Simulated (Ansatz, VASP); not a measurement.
# One calculation of In, two programs

The input INCAR:

```
SYSTEM = In
ALGO = Normal
EDIFF = 1E-6
ENCUT = 520
GGA = CA
ISIF = 2
ISMEAR = -1
LASPH = .TRUE.
LCHARG = .TRUE.
LELF = .TRUE.
LREAL = .FALSE.
LVHAR = .TRUE.
LWAVE = .FALSE.
NBANDS = 12
NELM = 80
PREC = Accurate
SIGMA = 0.05
```

The input KPOINTS:

```
k-points
0
G
  11 11 11
  0 0 0
```

File POSCAR:

```
In
1.0
   -1.6035014962      1.6035014962      2.4402675233
    1.6035014962     -1.6035014962      2.4402675233
    1.6035014962      1.6035014962     -2.4402675233
In
1
Direct
    0.0000000000      0.0000000000      0.0000000000
```

Contents of input.yaml:

```yaml
crystal:
  lattice:
    - [-1.6035014962, 1.6035014962, 2.4402675233]
    - [1.6035014962, -1.6035014962, 2.4402675233]
    - [1.6035014962, 1.6035014962, -2.4402675233]
  atoms:
    - { symbol: In, position: [0.0, 0.0, 0.0] }
kpoints:
  mp_grid: { grid: [11, 11, 11] }
scf:
  occupations: { method: fermi_dirac, width: 0.05 }
hamiltonian:
  xc: lda
  pseudopotentials: { kind: all_electron, lapw: { basis_error: 0.001 } }
output:
  forces: true
  stress: true
  eigenvalues: true
```

Change from the starting cell: volume scaled by 0.96.

Alike in both runs: task single point; functional LDA; k mesh 11 × 11 × 11; occupations fermi-dirac, width 0.05 eV; no spin polarisation.

|  | VASP | Ansatz |
| --- | --- | --- |
| version | VASP 6.6.1 | Ansatz 0.2.0 |
| potentials or method | VASP PAW LDA potentials, release 64 (In_d) | all-electron LAPW, scalar-relativistic |
| plane-wave cutoff (eV) | 520 | see its input |

Ansatz gave:

| Item | Value |
| --- | --- |
| gap on the k mesh at the Fermi level (eV) | none |
| pressure (GPa) | -0.9 |
| largest component of the traceless stress (GPa) | 0.25 |

Problem. What did VASP give for the same quantities?

Solution. gap on the k mesh at the Fermi level (eV): none; pressure (GPa): -0.9; largest component of the traceless stress (GPa): 0.28.

A gap of «none» marks a metal or a gap that the smearing closes. Ansatz ran all-electron here, so the differences hold the error of VASP's frozen core and of both bases.
